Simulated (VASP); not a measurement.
# GaSb: molecular dynamics with a thermostat

GaSb, I-4m2 (no. 119), 12 atoms in the cell. PBE, molecular dynamics; PAW potentials Sb, Ga (PBE set).

Ensemble: Nose-Hoover chain; Target temperature (K): 1000.

## Input

INCAR:
```
GGA = PE
PREC = Normal
ENCUT = 200
EDIFF = 1E-6
NELMIN = 4
NELM = 60
ALGO = Normal
LREAL = Auto
LASPH = True
ISMEAR = 0
SIGMA = 0.05
ISYM = 0
LWAVE = False
LCHARG = False
IBRION = 0
NSW = 60
POTIM = 3.0
TEBEG = 1000
ISIF = 2
RANDOM_SEED = 990732 0 0
MDALGO = 4
NHC_NCHAINS = 3
NHC_PERIOD = 30
KPAR = 2
```

KPOINTS:
```
k-points
0
Monkhorst-Pack
  2 2 1
```

POSCAR:
```
GaSb
1.0
    5.5068680000      0.0000000000      0.0000000000
    0.0000000000      5.5068680000      0.0000000000
    0.0000000000      0.0000000000      9.5442420000
Sb Ga
6 6
Direct
    0.0000000000      0.0000000000      0.0000000000
    0.0000000000      0.0000000000      0.3333333333
    0.0000000000      0.0000000000      0.6666666667
    0.5000000000      0.5000000000      0.1666666667
    0.5000000000      0.5000000000      0.5000000000
    0.5000000000      0.5000000000      0.8333333333
    0.0000000000      0.5000000000      0.2500000000
    0.0000000000      0.5000000000      0.5833333333
    0.0000000000      0.5000000000      0.9166666667
    0.5000000000      0.0000000000      0.0833333333
    0.5000000000      0.0000000000      0.4166666667
    0.5000000000      0.0000000000      0.7500000000
```

Commands:
```
cat potpaw_PBE.64/Sb/POTCAR potpaw_PBE.64/Ga/POTCAR > POTCAR
mpirun -np 2 vasp_std > vasp.out
```

## Result

- Mean temperature (K): 971
- Standard error of the mean temperature (K): 87
- Relative fluctuation of the kinetic energy: 0.247
- Canonical value of that fluctuation: 0.246
- Rise of the mean potential energy above the start (meV/atom): 29.2
- Electronic steps per ionic step after the first: 4.0

Course of the run:

| Time (fs) | Temperature (K) | Potential energy less the first (meV/atom) |
|---|---|---|
| 3 | 1000 | 0.0 |
| 18 | 935 | 7.7 |
| 30 | 806 | 23.3 |
| 45 | 647 | 43.4 |
| 57 | 626 | 47.8 |
| 72 | 816 | 29.8 |
| 84 | 1077 | 5.3 |
| 99 | 1340 | -15.2 |
| 111 | 1362 | -9.2 |
| 126 | 1104 | 29.7 |
| 138 | 820 | 68.7 |
| 153 | 786 | 79.5 |
| 165 | 1052 | 56.3 |
| 180 | 1375 | 33.6 |

REPORT:
```
MDALGO =   4
           NHC_NCHAINS =   3
            NHC_PERIOD =    30
            NHC_NRESPA =    1
                NHC_NS =  1
               SCALING =       0
                 CNEXP =     9.000   14.000
           RANDOM_SEED =            990732                0                0

   original number of atomic DOF:         33
   number of independent constraints:      0
   number of active DOF:                  33

========================================
         MD step No.       1
========================================

  Atomic velocities initialized by STEP_tb

  >Nose-Hoover_chains
                       xs       vs(fs^-1)
   nhc_s>   0.27314971E-10   0.36416168E-10
   nhc_s>  -0.13889371E-03  -0.18519805E-03
   nhc_s>  -0.13888889E-03  -0.18515946E-03

  >Energies
                    E_tot             E_pot             E_kin               EPS                ES
   e_b>   -0.39583856E+02   -0.41005725E+02    0.14218689E+01    0.23935520E-04   -0.23937520E-04

  >Temperature
               T_sim     T_inst
   tmprt>   1000.000   1000.000

           RANDOM_SEED =            990732               72                0

[... steps left out ...]

========================================
         MD step No.      60
========================================

  >Nose-Hoover_chains
                       xs       vs(fs^-1)
   nhc_s>  -0.32293922E+00  -0.35235426E-02
   nhc_s>  -0.12847335E+01  -0.64804191E-02
   nhc_s>  -0.12951296E+01  -0.11263248E-01

  >Energies
                    E_tot             E_pot             E_kin               EPS                ES
   e_b>   -0.39585542E+02   -0.40602120E+02    0.19553280E+01    0.20192094E+00   -0.11406710E+01

  >Temperature
               T_sim     T_inst
   tmprt>   1000.000   1375.182

           RANDOM_SEED =            990732               72                0
```

OSZICAR:
```
N       E                     dE             d eps       ncg     rms          rms(c)
DAV:   1     0.902800345580E+02    0.90280E+02   -0.91586E+03   124   0.561E+02
DAV:   2    -0.342225957223E+02   -0.12450E+03   -0.11793E+03   152   0.126E+02
DAV:   3    -0.411301267994E+02   -0.69075E+01   -0.67038E+01   138   0.309E+01
DAV:   4    -0.412513154426E+02   -0.12119E+00   -0.11982E+00   160   0.414E+00
DAV:   5    -0.412542022407E+02   -0.28868E-02   -0.28812E-02   153   0.498E-01    0.779E+00
DAV:   6    -0.410612345266E+02    0.19297E+00   -0.24850E-01   152   0.170E+00    0.445E+00
DAV:   7    -0.410099436044E+02    0.51291E-01   -0.22201E-01   124   0.170E+00    0.534E-01
DAV:   8    -0.410055236474E+02    0.44200E-02   -0.32874E-02   152   0.653E-01    0.224E-01
DAV:   9    -0.410057700084E+02   -0.24636E-03   -0.14794E-03   145   0.177E-01    0.945E-02
DAV:  10    -0.410057360408E+02    0.33968E-04   -0.66625E-05   152   0.346E-02    0.361E-02
DAV:  11    -0.410057286584E+02    0.73824E-05   -0.20703E-05   138   0.173E-02    0.174E-02
DAV:  12    -0.410057252792E+02    0.33792E-05   -0.78540E-06   152   0.117E-02    0.854E-03
[... left out ...]
     58 T=  1269. E= -.39565994E+02 F= -.40531463E+02 E0= -.40531463E+02  EK= 0.18234E+01 SP= -.11E+01 SK= 0.21E+00
     59 T=  1327. E= -.39565279E+02 F= -.40574304E+02 E0= -.40574304E+02  EK= 0.19068E+01 SP= -.11E+01 SK= 0.21E+00
[... last step whole ...]
       N       E                     dE             d eps       ncg     rms          rms(c)
DAV:   1    -0.406021073930E+02   -0.27804E-01   -0.81431E-05   208   0.127E+00    0.430E-03
DAV:   2    -0.406021201154E+02   -0.12722E-04   -0.14107E-04   131   0.416E-02    0.366E-03
DAV:   3    -0.406021202393E+02   -0.12391E-06   -0.18191E-06   128   0.553E-03    0.262E-03
DAV:   4    -0.406021202915E+02   -0.52187E-07   -0.19529E-07    76   0.190E-03
     60 T=  1375. E= -.39564871E+02 F= -.40602120E+02 E0= -.40602120E+02  EK= 0.19760E+01 SP= -.11E+01 SK= 0.20E+00
```

Limits: 180 fs of 12 atoms are too short for converged averages.

VASP 6.6.1 took 188 s on 2 cores (AMD EPYC 7R13 (Zen 3)), a shared host.
